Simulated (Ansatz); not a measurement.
Runs of Ansatz 0.2.0 on Sb. The structure is hexagonal, space group P6_3/mmc (No. 194). The conventional cell has a = 3.355 Å, b = 3.355 Å, c = 5.470 Å, α = 90.00°, β = 90.00°, γ = 120.00°. Around Sb (site symmetry -6m2) lie 12 Sb at 3.35 Å. This isn't the form of Sb at room conditions, which is rhombohedral.

```csv
task,level,cell,cutoff (eV),smearing,gap on the mesh (eV),pressure (GPa)
band structure,PBEsol,strain_shear_xy = 0,156,fermi-dirac 0.05 eV,-,(a)
single point,LDA,as given,157,gaussian 0.05 eV,none,-2.6
single point,PBE,as given,156,gaussian 0.1 eV,none,1.5
single point,PBE,as given,156,gaussian 0.05 eV,none,1.5
single point,PBEsol+D3(BJ),as given,156,gaussian 0.01 eV,none,-4.8
```

Alike in all rows: potentials or basis all-electron LAPW, scalar-relativistic; no spin polarisation; k mesh 9 × 9 × 5; basis error allowed 0.001 eV/atom.

Q: Fill in the values left out.

A: (a) -1.6.

Caveats: spin-orbit coupling is left out, which moves the levels of the heavy elements (some runs); pairwise dispersion overbinds metals, which lowers pressure and volume (some runs).

A k mesh can miss the band edges, and the runs leave out spin-orbit coupling on Sb.

A gap of «none» marks a metal or a gap under the smearing width.
